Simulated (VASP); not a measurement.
# KTaO3: band structure with HSE06

The system is KTaO3.

```
K Ta O
1.0
     3.98830    0.00000    0.00000
     0.00000    3.98830    0.00000
     0.00000    0.00000    3.98830
K Ta O
1 1 3
Direct
  0.50000 0.50000 0.50000
  0.00000 0.00000 0.00000
  0.50000 0.00000 0.00000
  0.00000 0.50000 0.00000
  0.00000 0.00000 0.50000
```

| Item | Value |
| --- | --- |
| Program | VASP 6.6.1 |
| Task | band structure |
| Functional | HSE06 |
| Potentials or basis | VASP PAW PBE potentials, release 64 (K_sv, Ta_pv, O) |
| Cutoff | 520 eV |
| k mesh | 4 × 4 × 4 |
| Occupations | gaussian, width 0.02 eV |
| Spin | no spin polarisation |
| Grid for exact exchange (PRECFOCK) | Fast |
| Screening parameter | 0.2 1/A |
| Further INCAR settings | ALGO = Normal; EDIFF = 1e-06; NBANDS = 27 |

* Pressure: 0.0 GPa
* Band gap on the k mesh: 3.51 eV, indirect (least direct gap 4.16 eV)
* Band gap along the path: 3.51 eV, indirect (least direct gap 4.16 eV)

Levels at the corners of the path, in eV from the valence-band top:
```
point  band 17  band 18  band 19  band 20  band 21  band 22
    Γ    -0.65    -0.65    -0.65     3.51     3.51     3.51
    X    -1.60    -0.90    -0.90     3.67     6.57     6.57
    X    -1.60    -0.90    -0.90     3.67     6.57     6.57
    M    -1.55    -1.55    -0.04     6.61     6.61     8.06
    M    -1.55    -1.55    -0.04     6.61     6.61     8.06
    Γ    -0.65    -0.65    -0.65     3.51     3.51     3.51
    Γ    -0.65    -0.65    -0.65     3.51     3.51     3.51
    R     0.00     0.00     0.00     8.21     8.21     8.21
    R     0.00     0.00     0.00     8.21     8.21     8.21
    X    -1.60    -0.90    -0.90     3.67     6.57     6.57
    M    -1.55    -1.55    -0.04     6.61     6.61     8.06
    R     0.00     0.00     0.00     8.21     8.21     8.21
```

It took 75 min on 1 thread of AMD EPYC 7R13 Processor (Zen 3), with other jobs on the host, peak memory 0.29 GiB.

Caveat: the PAW data sets were made with another functional, which shifts forces and pressure a little; spin-orbit coupling is left out, which moves the levels of the heavy elements.
